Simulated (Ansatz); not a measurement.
# HfO2 monolayer (1T): modes against uniaxial strain along a, the zigzag direction, with the width clamped

Aim: how do the optical modes of HfO2 monolayer (1T) shift and split under this strain?

Program: Ansatz 0.2.0. Level of theory: DFT PBE, scalar-relativistic, plane waves, PAW; PAW set soft_1. Results are calculated unless marked as measured.

### Step 1. The structure

The cell holds 3 atoms: 1 Hf and 2 O. Cell: a = 3.240 Å, b = 3.240 Å, c = 28.308 Å, α = 90.0°, β = 90.0°, γ = 120.0°. Vacuum lies along c. The height across the vacuum is the one that the program set for its solve, not the one typed.

### Step 2. A rough relaxation first

The start is far from rest, so a relaxation with loose tolerances brings it close first. The program lengthens the typed cell of 20.0 Å along the normal to 28.3 Å, as its cut-off of the electrostatics needs, and moves no atom.

File input.yaml:

```yaml
crystal:
  lattice:
    - [3.24, 0.0, 0.0]
    - [-1.62, 2.80592, 0.0]
    - [0.0, 0.0, 20.0]
  atoms:
    - { symbol: Hf, position: [0.0, 0.0, 0.5] }
    - { symbol: O, position: [0.333333, 0.666667, 0.55635] }
    - { symbol: O, position: [0.666667, 0.333333, 0.44365] }
  periodic: [true, true, false]
kpoints:
  mp_grid: { grid: [9, 9, 1] }
hamiltonian:
  xc: pbe
  pseudopotentials: { kind: paw, azcp: { folder: soft_1 } }
scf:
  occupations: { method: gaussian, width: 0.1 }
output:
  forces: true
  stress: true
  eigenvalues: true
relax:
  adjacent_minimum: "off"
  f_tol: 0.05
  max_steps: 80
  cell: { stress_2d_tol: 0.02 }
```

Started as:

```
$ ansatz run input.yaml --threads 4 --pin off --max-ram 16384MiB --backend cpu --events-out ev --progress --plain --runs-dir out
```

Numbers of over 12 decimals in the logs are rounded to 6 here.

Output:

```text
[...]
F+E_penalty+E_count = -16861.84206838 eV   max|allowed force component| = 1.118e-4 eV/Å   (the final SCF, on the basis selected at the relaxed cell)
  cell:  # Å, volume = 259.3243 Å³
    - [3.252383, 0.0, 0]
    - [-1.626192, 2.816647, 0]
    - [0, 0, 28.308]
  atoms:
    - { symbol: Hf, position: [0, 0, 0.353257] }
    - { symbol: O, position: [0.333333, 0.666667, 0.387525] }
    - { symbol: O, position: [0.666667, 0.333333, 0.318990] }
[key lines of the parts left out:]
SCF converged after 7 iterations
Free energy (F): -16861.842068 eV
Fermi energy:    -5.418576 eV
P = ½ c Tr σ = 0.0007 N/m
```

The job ended after 14 s (4 threads of Arm Neoverse V1, shared host; peak memory 0.57 GiB; 51 s of CPU time).

Relaxation path:

```tsv
step	energy less that of the first step (eV)	largest force component (eV/Å)	volume (Å³)
1	0.0000	2.3773	257.35
2	-0.3512	0.5763	260.75
3	-0.3716	0.0400	259.91
4	-0.3721	0.0022	259.32
5	-0.3721	0.0001	259.27
6*	-0.3730	0.0002	259.27
7	-0.3730	0.0001	259.32
8*	-0.3730	0.0001	259.32
```

Relaxation steps marked * repeat the geometry before them on a plane-wave basis chosen anew for their cell, so energy and pressure can jump there.

The run keeps the 12 symmetry operations that it works with, so distortions that break them were not tested.

```tsv
cell as run	before	after	change
a (Å)	3.240	3.252	+0.4 %
b (Å)	3.240	3.252	+0.4 %
```

The atoms that moved most (Å, along periodic axes as changes of fractional coordinates times the final cell, across vacuum about the mean position):

```tsv
atom	dx	dy	dz	length
O3	0.000	0.000	0.157	0.157
O2	0.000	0.000	-0.157	0.157
```

The relaxed structure:

```cif
data_structure
_symmetry_space_group_name_H-M 'P 1'
_symmetry_Int_Tables_number 1
_cell_length_a 3.2524
_cell_length_b 3.2524
_cell_length_c 28.3080
_cell_angle_alpha 90.000
_cell_angle_beta 90.000
_cell_angle_gamma 120.000
_cell_volume 259.32
loop_
_atom_site_label
_atom_site_type_symbol
_atom_site_fract_x
_atom_site_fract_y
_atom_site_fract_z
_atom_site_occupancy
Hf1 Hf 0.00000 0.00000 0.35326 1
O2 O 0.33333 0.66667 0.38752 1
O3 O 0.66667 0.33333 0.31899 1
```

Numbers from this step:

| Property | Result |
| --- | --- |
| gap on the k-mesh | 4.871 eV |
| area per atom | 3.054 Å² |

The relaxation ends with a largest force component of 1.1e-4 eV/Å.

### Step 3. Relaxation

The cell and atoms are relaxed, since residual forces and stress would shift the frequencies.

File input.yaml:

```yaml
crystal:
  lattice:
    - [3.2523832784, 0.0, 0.0]
    - [-1.6261916392, 2.816646542, 0.0]
    - [0.0, 0.0, 28.308]
  atoms:
    - { symbol: Hf, position: [0.0, 0.0, 0.3532570298] }
    - { symbol: O, position: [0.3333333333, 0.6666666667, 0.3875245385] }
    - { symbol: O, position: [0.6666666667, 0.3333333333, 0.3189895211] }
  periodic: [true, true, false]
kpoints:
  mp_grid: { grid: [9, 9, 1] }
hamiltonian:
  xc: pbe
  pseudopotentials: { kind: paw, azcp: { folder: soft_1 } }
scf:
  occupations: { method: gaussian, width: 0.02 }
output:
  forces: true
  stress: true
  eigenvalues: true
  write_density: true
  write_potential: true
  elf: true
  volumetric_format: npy
relax:
  adjacent_minimum: "off"
  f_tol: 0.005
  max_steps: 80
  cell: { stress_2d_tol: 0.02 }
```

Output:

```text
[...]
Crystal: 3 atoms, lattice volume = 259.324 Å³
Basis set: ecut = 420 eV, 5159 PW (Γ), exchange–correlation on 48×48×384 points (8 copies of the dense FFT grid, shifted against one another)
Bands: 23, of which v1, the nominal top of the filled ones, is band 19 counted from 1 (18 counted from 0)
Symmetry: 12 space group operations
[...]
k-points: 12 of 81
[...]
SCF iter   1: F=—  HF=-16865.932362 eV  |F-HF|=—  |Δ(HF+E_count)|=         —  Δρ=7.32e-2  dr2=1.49e1  ethr=3.10e-3  ⟨swp⟩=11.2  Hψ=1857  notcnv=0
[...]
SCF iter  10: F=-16861.842068 eV  HF=-16861.842068 eV  |F-HF|=1.10e-8  |Δ(HF+E_count)|=   2.22e-7  Δρ=2.02e-6  dr2=1.39e-8  ethr=2.63e-10  ⟨swp⟩=16.4  Hψ=3774  notcnv=0
SCF 1 converged in 10 iterations: F = -16861.842068 eV  dr2 = 1.39e-8
[...]
relax step   1: F+E_penalty+E_count = -16861.84206837 eV  Δ(F+E_penalty+E_count) = +0.000e0 eV  max|allowed force component| = 9.617e-5 eV/Å  Δτ_max = 0.0000 Å  P = +0.000 N/m  Ω = 259.324 Å³  fix = [c, alpha, beta]  reactions: c +0.000 N/m  (10 SCF iters, dr2 threshold 1.00e-7 eV, accepted)
[...]
SCF iter   6: F=-16861.842068 eV  HF=-16861.842068 eV  |F-HF|=9.46e-11  |Δ(HF+E_count)|=  3.27e-11  Δρ=2.67e-8  dr2=1.35e-12  ethr=1.00e-12  ⟨swp⟩=11.5  Hψ=2355  notcnv=0
SCF 2 converged in 6 iterations: F = -16861.842068 eV  dr2 = 1.35e-12
relax step   2: F+E_penalty+E_count = -16861.84206838 eV  Δ(F+E_penalty+E_count) = -7.174e-9 eV  max|allowed force component| = 1.137e-4 eV/Å  Δτ_max = 0.0000 Å  P = +0.001 N/m  Ω = 259.324 Å³  fix = [c, alpha, beta]  reactions: c +0.000 N/m  stress off target by 6.98e-4 N/m on what of the cell is left free  SCF on the basis re-selected at this cell (its energy is not comparable with the rows above)  (6 SCF iters)
[...]
SCF converged after 6 iterations
Free energy (F): -16861.842068 eV
[...]
Internal energy: -16861.842068 eV  (E = F + TS)
E sigma→0 (E₀):  -16861.842068 eV
Fermi energy:    -5.419262 eV
[...]
--- Forces (eV/Å), atoms counted from 1 ---
  atom   1  Hf    -0.00000000     0.00000000     0.00000000
  atom   2  O     -0.00000000    -0.00000000    -0.00011368
  atom   3  O      0.00000000     0.00000000     0.00011368
  max |Σ_I F_I| component: 2.31e-18 eV/Å
--- 2D stress c σ (N/m, compression-positive) ---
        0.000698       0.000000       0.000000
        0.000000       0.000698       0.000000
        0.000000       0.000000       0.000000
  P = ½ c Tr σ = 0.0007 N/m
--- Band table (eV; the first three rows and the last of 12) ---
  k-point 0: bands = [... 15 lower, -11.0435, -8.4263, -8.0522, -8.0522, -2.7116, -2.7116, -2.3712, -0.5496]
  k-point 1: bands = [... 15 lower, -10.9052, -8.5701, -8.2332, -8.2251, -2.7354, -2.4301, -2.0134, -0.4354]
  k-point 2: bands = [... 15 lower, -10.6340, -9.3589, -8.5706, -7.9543, -2.8193, -1.7906, -1.5547, -0.1941]
  k-point 11: bands = [... 15 lower, -10.6839, -8.9210, -8.9210, -8.4979, -2.7940, -1.4562, -1.4562, 2.1198]
--- Relaxed structure (1 steps of the walk, 1 accepted, 1 SCFs on fresh bases) ---
[...]
cell:  # Å, volume = 259.3243 Å³
    - [3.252383, 0.0, 0.0]
    - [-1.626192, 2.816647, 0.0]
    - [0.0, 0.0, 28.308]
  atoms:
    - { symbol: Hf, position: [0.0, 0.0, 0.353257] }
    - { symbol: O, position: [0.333333, 0.666667, 0.387525] }
    - { symbol: O, position: [0.666667, 0.333333, 0.318990] }
```

It took 4.3 s on 4 threads; peak memory 0.58 GiB; 15 s of CPU time.

Little changed from the start: no atom moved by 0.005 Å and no cell edge by 0.1 %.

Valence density in the ac plane at fractional y = 0.000, with atoms of Hf within 0.2 Å of it. It is the smooth field of the valence electrons, not physical close to the nuclei.

Ten steps, logarithmic in the rise over the least value, from '_' (0 e/Å³) to '@' (33 e/Å³), each cell a mean:
```
__________________________________
__________________________________
__________________________________
__________________________________
__________________________________
__________________________________
__________________________________
__________________________________
__________________________________
__________________________________
__________________________________
__________________________________
__________________________________
__________________________________
----::........................::--
@@@@##++--::............::--++##@@
::::....____............____....::
__________________________________
__________________________________
__________________________________
__________________________________
__________________________________
__________________________________
__________________________________
```
Columns run along a (3.3 Å), rows up along c (28.3 Å). Atoms in or near the plane, at fractional coordinates: Hf at (0.00, 0.35).

Electrostatic potential energy in the ac plane at fractional y = 0.000, with atoms of Hf within 0.2 Å of it. With pseudopotentials it is smooth inside the atoms' cores, unlike the true potential.

Ten even steps from '0' (-23 eV) to '9' (0 eV), each cell a mean:
```
99999999999999999
99999999999999999
99999999999999999
99999999999999999
99999999999999999
99999999999999999
99999999999999999
99999999999999999
99999999999999999
99999999999999999
99999999999999999
99999999999999999
99999999999999999
99999999999999999
33345778888775433
00000146776410000
44456788888876544
99999999999999999
99999999999999999
99999999999999999
99999999999999999
99999999999999999
99999999999999999
99999999999999999
```
Columns run along a (3.3 Å; values clipped at the 3rd and 97th percentile), rows up along c (28.3 Å). Atoms in or near the plane, at fractional coordinates: Hf at (0.00, 0.35).

ELF in the ac plane at fractional y = 0.000, with atoms of Hf within 0.2 Å of it. It is the smooth field of the valence electrons, not physical close to the nuclei.

Ten even steps from '0' (0.00) to '9' (0.84), each cell a mean:
```
00000000000000000
00000000000000000
00000000000000000
00000000000000000
00000000000000000
00000000000000000
00000000000000000
00000000000000000
00000000000000000
00000000000000000
00000000000000000
00000000000000000
00000000000000000
00000112222110000
33221246776431223
99985212332125899
22111356776531112
00000011111100000
00000000000000000
00000000000000000
00000000000000000
00000000000000000
00000000000000000
00000000000000000
```
Columns run along a (3.3 Å), rows up along c (28.3 Å). Atoms in or near the plane, at fractional coordinates: Hf at (0.00, 0.35).

### Step 4. Tight relaxation

Phonons need small forces and stress, so the relaxation is finished with tight tolerances on 9×9×1 k points.

input.yaml, the sections that differ from step 3:

```yaml
scf:
  occupations: { method: fixed }
output:
  forces: true
  stress: true
  eigenvalues: true
relax:
  adjacent_minimum: "off"
  f_tol: 0.001
  max_steps: 60
  cell: { stress_2d_tol: 0.002 }
# crystal, kpoints, hamiltonian: as in step 3
```

Output:

```text
[...]
Crystal: 3 atoms, lattice volume = 259.324 Å³
Basis set: ecut = 420 eV, 5159 PW (Γ), exchange–correlation on 48×48×384 points (8 copies of the dense FFT grid, shifted against one another)
Bands: 23, of which v1, the nominal top of the filled ones, is band 19 counted from 1 (18 counted from 0)
Symmetry: 12 space group operations
[...]
k-points: 12 of 81
[...]
--- Relaxed structure (1 steps of the walk, 1 accepted, 1 SCFs on fresh bases) ---
[...]
cell:  # Å, volume = 259.3243 Å³
    - [3.252383, 0.0, 0.0]
    - [-1.626192, 2.816647, 0.0]
    - [0.0, 0.0, 28.308]
  atoms:
    - { symbol: Hf, position: [0.0, 0.0, 0.353257] }
    - { symbol: O, position: [0.333333, 0.666667, 0.387525] }
    - { symbol: O, position: [0.666667, 0.333333, 0.318990] }
[key lines of the parts left out:]
SCF converged after 9 iterations
Free energy (F): -16861.842068 eV
Fermi energy:    -7.854872 eV
P = ½ c Tr σ = 0.0007 N/m
```

Run time: 4.5 s. Hardware: 4 threads; peak memory 0.58 GiB; 16 s of CPU time.

Little changed from the start: no atom moved by 0.005 Å and no cell edge by 0.1 %.

The largest force component left is 0.11 meV/Å, within the tolerances set.

### Step 5. Modes at rest

The force constants come from the linear response of the density to a displacement.

The modes at rest are the reference of the series.

Changes to input.yaml since step 4:

```diff
@@ -18,9 +18,4 @@
 output:
-  forces: true
-  stress: true
   eigenvalues: true
-relax:
-  adjacent_minimum: "off"
-  f_tol: 0.001
-  max_steps: 60
-  cell: { stress_2d_tol: 0.002 }
+phonons:
+  method: dfpt
```

Output:

```text
Warning: crystal.symmetry: narrowed to the stabiliser of the run's FFT grids — unitary ops 12 → 6. A phonons.method: dfpt run fills in the rows of the dynamical matrix that it does not solve by its symmetry operations, which is exact only for operations that map its FFT grids onto themselves: filled in by any other, the frequencies could depend on the order in which like atoms are typed, or, by more than the grids' own error, on where the crystal sits among the grids' points. Excluded: 6 operations. The run can therefore solve more perturbations, solve them on more k-points, or both, and cost more. [rest of the remark cut]
[...]
Crystal: 3 atoms, lattice volume = 259.324 Å³
Basis set: ecut = 420 eV, 5159 PW (Γ), exchange–correlation on 48×48×384 points (8 copies of the dense FFT grid, shifted against one another)
Bands: 23, of which v1, the nominal top of the filled ones, is band 19 counted from 1 (18 counted from 0)
Symmetry: 12 space group operations
k-points: 25 of 81 (irreducible under 2 space group operations, time reversal used)
[...]
SCF iter   1: F=—  HF=-16865.931673 eV  |F-HF|=—  |Δ(HF+E_count)|=         —  Δρ=7.33e-2  dr2=1.49e1  ethr=3.10e-3  ⟨swp⟩=6.4  Hψ=2939  notcnv=0  defer=43
[...]
SCF iter  12: F=-16861.842068 eV  HF=-16861.842068 eV  |F-HF|=2.55e-11  |Δ(HF+E_count)|=  5.82e-11  Δρ=6.02e-8  dr2=4.98e-12  ethr=1.00e-12  ⟨swp⟩=21.0  Hψ=6515  notcnv=0
SCF 1 converged in 12 iterations: F = -16861.842068 eV  dr2 = 4.98e-12
[...]
DFPT response loops at Γ: preconditioner auto → none (the input reference at scf.mixing.eps_inf says where Resta's filter doesn't serve); β = 0.50; Broyden in place of MSR1
SCF converged after 12 iterations
Free energy (F): -16861.842068 eV
[...]
Internal energy: -16861.842068 eV  (E = F + TS)
E sigma→0 (E₀):  -16861.842068 eV
Fermi energy:    -7.854871 eV
[...]
--- Band table (eV; the first three rows and the last of 25) ---
  k-point 0: bands = [... 15 lower, -11.0435, -8.4263, -8.0522, -8.0522, -2.7116, -2.7116, -2.3712, -0.5496]
  k-point 1: bands = [... 15 lower, -10.9052, -8.5701, -8.2331, -8.2251, -2.7354, -2.4301, -2.0134, -0.4354]
  k-point 2: bands = [... 15 lower, -10.6340, -9.3589, -8.5706, -7.9543, -2.8193, -1.7906, -1.5547, -0.1941]
  k-point 24: bands = [... 15 lower, -10.2813, -9.2489, -9.1217, -7.9803, -2.4097, -2.0081, -1.1714, 1.1694]
--- Phonons (Γ-DFPT): 6 representative perturbations + reference, on 25 of 81 k-points (Σ response iterations 27) ---
  ASR residual: 7.713e-5 → 0.000e0 eV/Å²; symmetrization residual: 5.336e-6 eV/Å²
  The last average, over the group as it would stand without the narrowing to the FFT grids, took up to 1.527e-5 eV/Å² of the zone centre's force constants
  ASR residual per site (eV/Å²): 2.34e-5 5.45e-5 7.71e-5
  Γ frequencies (cm⁻¹): 0.00 0.00 0.00 257.22 257.22 505.07 505.07 522.27 537.73
  non-analytic LO–TO correction: not included (Born effective charges unavailable; polar crystals: no LO–TO splitting at Γ)
```

It took 35 s on 4 threads; peak memory 0.95 GiB.

In the SCF lines HF is the Harris–Foulkes energy and dr2 the Hartree energy of the density residual, in eV; the loop may stop once dr2 is under the threshold and the program's other checks hold. Hψ counts applications of the Hamiltonian.

This step gave:

| Quantity | Value |
| --- | --- |
| sum-rule residual before enforcement | 7.71e-5 eV/Å² |
| point group | -3m |
| highest optical mode at the zone centre (no LO-TO term) | 537.7 cm⁻¹ |
| lowest optical zone-centre mode | 257.2 cm⁻¹ |

Without the LO-TO term. Patterns of degenerate modes are one choice out of their space. The modes at Γ (shares of kinetic energy by element, %):

```tsv
mode	frequency (cm⁻¹)	symmetry	Hf %	O %
1	0.0	acoustic	85	15
2	0.0	acoustic	85	15
3	0.0	acoustic	85	15
4	257.2	Eu	15	85
5	257.2	Eu	15	85
6	505.1	Eg	0	100
7	505.1	Eg	0	100
8	522.3	A2u	15	85
9	537.7	A1g	0	100
```

Displacements in mode 5 (257.2 cm⁻¹), the largest set to 1:
```
Hf1  0.00 -0.18  0.00
O2   0.00  1.00  0.00
O3   0.00  1.00  0.00
```

Displacements in mode 6 (505.1 cm⁻¹), the largest set to 1:
```
Hf1  0.00  0.00  0.00
O2   0.00  1.00  0.00
O3   0.00 -1.00  0.00
```

Before it was imposed, the acoustic sum rule was missed by 7.7e-5 eV/Å². Small misses are needed for a sound result but don't prove that mesh and cutoff are converged. The lowest optical mode is real, 257 cm⁻¹.

### Step 6. Relaxation of a member: uniaxial strain of +5 % along a, the zigzag direction, with the width clamped

The cell takes a uniaxial strain of +5 % along a, the zigzag direction, with the width clamped. The cell is held, and the atoms relax in it.

input.yaml, the sections that differ from step 5:

```yaml
crystal:
  lattice:
    - [3.4150024424, 0.0, 0.0]
    - [-1.7075012212, 2.816646542, 0.0]
    - [0.0, 0.0, 28.308]
  atoms:
    - { symbol: Hf, position: [0.0, 0.0, 0.3532570298] }
    - { symbol: O, position: [0.334697817, 0.6693956339, 0.3864875054] }
    - { symbol: O, position: [0.665302183, 0.3306043661, 0.3200265542] }
  periodic: [true, true, false]
output:
  forces: true
  stress: true
  eigenvalues: true
relax:
  adjacent_minimum: "off"
  f_tol: 0.001
  max_steps: 60
# kpoints, hamiltonian, scf: as in step 5
# phonons: removed
```

Output:

```text
[...]
--- Relaxed structure (4 steps of the walk, 4 accepted, 0 SCFs on fresh bases) ---
  F+E_penalty+E_count = -16861.73559345 eV   max|allowed force component| = 9.965e-4 eV/Å
  cell:  # Å, volume = 272.2905 Å³
    - [3.4150024424, 0.0, 0.0]
    - [-1.7075012212, 2.816646542, 0.0]
    - [0.0, 0.0, 28.308]
  atoms:
    - { symbol: Hf, position: [0, 0.0, 0.353257] }
    - { symbol: O, position: [0.334884, 0.669768, 0.386240] }
    - { symbol: O, position: [0.665116, 0.330232, 0.320274] }
[key lines of the parts left out:]
SCF converged after 5 iterations
Free energy (F): -16861.735593 eV
Fermi energy:    -7.581516 eV
P = ½ c Tr σ = -4.3798 N/m
```

Wall time 12 s (4 threads); peak memory 0.6 GiB; 45 s of CPU time.

The steps of the relaxation:

```tsv
step	energy less that of the first step (eV)	largest force component (eV/Å)
1	0.0000	0.1079
2	-0.0006	0.0557
3	-0.0008	0.0010
4	-0.0008	0.0010
```

Forces are held to the 4 operations that the run works with; a distortion that breaks them can't arise in this run.

The relaxed structure:

```cif
data_structure
_symmetry_space_group_name_H-M 'P 1'
_symmetry_Int_Tables_number 1
_cell_length_a 3.4150
_cell_length_b 3.2938
_cell_length_c 28.3080
_cell_angle_alpha 90.000
_cell_angle_beta 90.000
_cell_angle_gamma 121.225
_cell_volume 272.29
loop_
_atom_site_label
_atom_site_type_symbol
_atom_site_fract_x
_atom_site_fract_y
_atom_site_fract_z
_atom_site_occupancy
Hf1 Hf 0.00000 0.00000 0.35326 1
O2 O 0.33488 0.66977 0.38624 1
O3 O 0.66512 0.33023 0.32027 1
```

Numbers from this step:

| Quantity | Value |
| --- | --- |
| gap on the k-mesh | 4.649 eV |
| area per atom | 3.206 Å² |

The largest force component left is 1.00 meV/Å.

[end of part 1 of 2]

[Logs are printed without paths, hosts, clocks, repeated set-up lines and the standing remarks that a program may print on its own settings, such as how far it seeks lower states.]

[Hosts, paths, dates, database ids (printed as entryN), source tags and the programs' standing remarks are cut or masked in the printed files.]
